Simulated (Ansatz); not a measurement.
Be (P6_3/mmc) under several functionals

Plane-wave DFT in Ansatz with scalar-relativistic PAW potentials. The same structure was relaxed (cell and atoms, symmetry kept) in separate runs at each level. No spin polarisation.

Task: How do the levels LDA, PBE, PBE+D3(BJ), PBEsol, r2SCAN compare?

Result:
| level | cutoff (eV) | k mesh | V (Å³/atom) | a (Å) | c (Å) | B0 (GPa) |
| --- | --- | --- | --- | --- | --- | --- |
| PBE+D3(BJ) | 420 | 24×24×12 | 7.435 | 2.216 | 3.495 | – |
| LDA | 420 | 24×24×12 | 7.550 | 2.228 | 3.512 | – |
| PBEsol | 420 | 24×24×12 | 7.839 | 2.257 | 3.553 | 124 |
| r2SCAN | 500 | 24×24×12 | 7.909 | 2.264 | 3.563 | 124 |
| PBE | 420 | 24×24×12 | 7.911 | 2.265 | 3.561 | – |

The usual order of volumes, LDA < PBEsol < PBE, holds here (7.550, 7.839, 7.911 Å³/atom). As a rule LDA overbinds; PBEsol, built on the gradient expansion of slowly varying densities, lies between LDA and PBE; PBE's stronger gradient term for exchange weakens bonds. Adding D3 to PBE changes the volume by -6.0 %; the term is attractive, so it pulls cells in. In metals the pairwise form ignores screening by the conduction electrons and often pulls in too far. r2SCAN lies 0.0 % under PBE in volume.